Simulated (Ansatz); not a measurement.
# TiC: single point with PBE

TiC:

```
Ti C
1.0
     0.00000    2.16572    2.16572
     2.16572    0.00000    2.16572
     2.16572    2.16572    0.00000
Ti C
1 1
Direct
  0.00000 0.00000 0.00000
  0.50000 0.50000 0.50000
```

The cell is a database's computed one.

```yaml
Program: Ansatz 0.2.0
Task: single point
Functional: PBE
Potentials_or_basis: Ansatz PAW
Cutoff: "420 eV (not typed: the program's choice for these potentials)"
k_mesh: 11 × 11 × 11
Occupations: gaussian, width 0.025 eV
Spin: no spin polarisation
```

```yaml
Pressure: 0.3 GPa
Band_gap_on_the_k_mesh: none (metal or under the smearing width)
```

Levels at points of the mesh, in eV from the Fermi level:
```
           k point  band 6  band 7  band 8  band 9  band 10  band 11
(0.00, 0.00, 0.00)    0.56    0.56    0.56    1.53     1.53     1.53
```

It took 0.68 s on 2 threads of Arm Neoverse V1, with other jobs on the host, peak memory 0.28 GiB.
